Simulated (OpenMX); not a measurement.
# Ga in OpenMX: the effect of biaxial strain

The system is Ga.

```
CELL_PARAMETERS angstrom
2.66729 0.00000 0.00000
0.00000 3.15034 0.00000
-1.28969 0.00000 3.99027
ATOMIC_POSITIONS crystal
Ga 0.13460 0.75000 0.77017
Ga 0.86540 0.25000 0.22983
```

This isn't the form of Ga at room conditions, which is orthorhombic.

Alike in all runs:

| Quantity | Value |
| --- | --- |
| Program | OpenMX 3.8.5 |
| Task | single point |
| Functional | PBE |
| Potentials or basis | OpenMX 2013 PBE set, Ga7.0-s3p2d2, grid cutoff 500 Ry |
| k mesh | 7 × 7 × 5 |
| Occupations | fermi-dirac, width 0.05 eV |
| Spin | no spin polarisation |

```tsv
biaxial strain	pressure (GPa)	largest force (eV/Å)
-4 %	11.6	0.38
-2 %	8.0	0.26
0 %	4.9	0.17
2 %	2.4	0.08
4 %	?	?
```

What does the run with biaxial strain 4 % give?

Pressure 0.3 GPa; largest force 0.08 eV/Å.

Worked out: A parabola through the other rows of the pressure, of slope -0.848 GPa per % there, extrapolates to 0.4 GPa, against the run's 0.3. A parabola through the other rows of the largest force, of slope -0.0308 eV/Å per % there, extrapolates to 0.01 eV/Å, against the run's 0.08. The fit is too stiff a form for this range.

Caveats: the basis of atomic orbitals isn't converged, which shifts pressures, moduli and gaps.
